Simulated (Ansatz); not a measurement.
The system is Si3N4.

```
Si N
1.0
     4.13078    0.00000    0.00000
     0.00000    4.13078    0.00000
     0.00000    0.00000    4.13078
Si N
3 4
Direct
  0.00000 0.00000 0.50000
  0.50000 0.00000 0.00000
  0.00000 0.50000 0.00000
  0.23952 0.23952 0.76048
  0.76048 0.76048 0.76048
  0.23952 0.76048 0.23952
  0.76048 0.23952 0.23952
```

The cell was built by a generator and needn't be a form met in nature.

- Program: Ansatz 0.2.0
- Task: relaxation of cell and atoms
- Functional: r2SCAN
- Potentials or basis: Ansatz PAW
- Cutoff: 500 eV (not typed: the program's choice for these potentials)
- k mesh: 7 × 7 × 7
- Occupations: fermi-dirac, width 0.05 eV
- Spin: no spin polarisation

At the start: volume 10.07 Å³/atom.

Where does the relaxation end?

It ends after 5 steps and the volume is 9.85 Å³/atom (-2.1 %); space group P-43m (No. 215, to 0.05 Å).

Step by step:
```csv
step,energy change (eV),largest force (eV/Å),volume (Å³)
1,0.0000,0.2927,70.48
2,-0.0223,0.1987,69.66
3,-0.0307,0.0111,68.93
4,-0.0308,0.0022,68.97
5,-0.0303,0.0022,68.97
```

Final structure:
```yaml
crystal:
  lattice:
    - [4.10104, 0.00000, 0.00000]
    - [0.00000, 4.10104, 0.00000]
    - [0.00000, 0.00000, 4.10104]
  atoms:
    - { symbol: Si, position: [0.00000, 0.00000, 0.50000] }
    - { symbol: Si, position: [0.50000, 0.00000, 0.00000] }
    - { symbol: Si, position: [0.00000, 0.50000, 0.00000] }
    - { symbol: N, position: [0.23890, 0.23890, 0.76110] }
    - { symbol: N, position: [0.76110, 0.76110, 0.76110] }
    - { symbol: N, position: [0.23890, 0.76110, 0.23890] }
    - { symbol: N, position: [0.76110, 0.23890, 0.23890] }
```

Caveat: the plane-wave basis is chosen anew once the cell has moved, so the energies of steps on either side of that aren't comparable; the PAW data sets come from PBE, with cores solved anew for the run's functional, which leaves a small shift of forces and pressure.
